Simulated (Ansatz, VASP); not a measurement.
## Two plane-wave programs on Sb

```xyz
3
Lattice="4.2731 0.0000 0.0000 -2.1366 3.7006 0.0000 0.0000 0.0000 5.6837" Properties=species:S:1:pos:R:3 pbc="T T T"
Sb    1.1495    0.0000    0.9473
Sb   -0.5747    0.9955    4.7364
Sb    1.5618    2.7051    2.8419
```

Alike in both runs: task relaxation of cell and atoms; functional PBE; k mesh 6 × 6 × 4; occupations gaussian, width 0.1 eV; no spin polarisation.

```csv
,VASP,Ansatz
version,VASP 6.6.1,Ansatz 0.2.0
potentials or method,"VASP PAW PBE potentials, release 64 (Sb)","scalar-relativistic, plane waves, PAW"
plane-wave cutoff (eV),600,420
valence electrons in the cell,15,45
```

|  | VASP | Ansatz | Ansatz less VASP |
| --- | --- | --- | --- |
| gap on the k mesh at the Fermi level, each at its own relaxed structure (eV) | none | none | - |
| relaxed volume (Å³/atom) | 30.06 | 30.14 | +0.082 |
| relaxed cell length with the largest relative difference (Å) | 5.452 | 5.489 | +0.0372 |
| energy change over the relaxation (meV/atom) | -263 | -258 | +4.4 |

A gap of «none» marks a metal or a gap that the smearing closes. The two sets of potentials don't hold the same shells in valence.

Spin-orbit coupling is left out, which matters for the levels of Sb.
